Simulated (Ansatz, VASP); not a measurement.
**Two plane-wave programs on Si**

```xyz
2
Lattice="0.0000 2.7350 2.7350 2.7350 0.0000 2.7350 2.7350 2.7350 0.0000" Properties=species:S:1:pos:R:3 pbc="T T T"
Si    4.1026    4.1026    4.1026
Si    2.7350    2.7350    2.7350
```

Alike in both runs: functional PBE; k mesh 8 × 8 × 8; occupations gaussian, width 0.02 eV; no spin polarisation.

Ansatz relaxed the structure, and its values are those at the end. VASP's run is a single point on that final structure, the one shown.

|  | VASP | Ansatz |
| --- | --- | --- |
| version | VASP 6.6.1 | Ansatz 0.2.0 |
| potentials or method | VASP PAW PBE potentials, release 64 (Si) | scalar-relativistic, plane waves, PAW |
| plane-wave cutoff (eV) | 520 | 420 |
| valence electrons in the cell | 8 | 8 |

Ansatz gave:

- gap on the k mesh at the Fermi level (eV): 0.65
- least direct gap on the mesh (eV): 2.55
- pressure (GPa): 0.0

Task: Which values does VASP return?

Result: gap on the k mesh at the Fermi level (eV): 0.65; least direct gap on the mesh (eV): 2.56; pressure (GPa): -0.1.

A k mesh can miss the band edges.
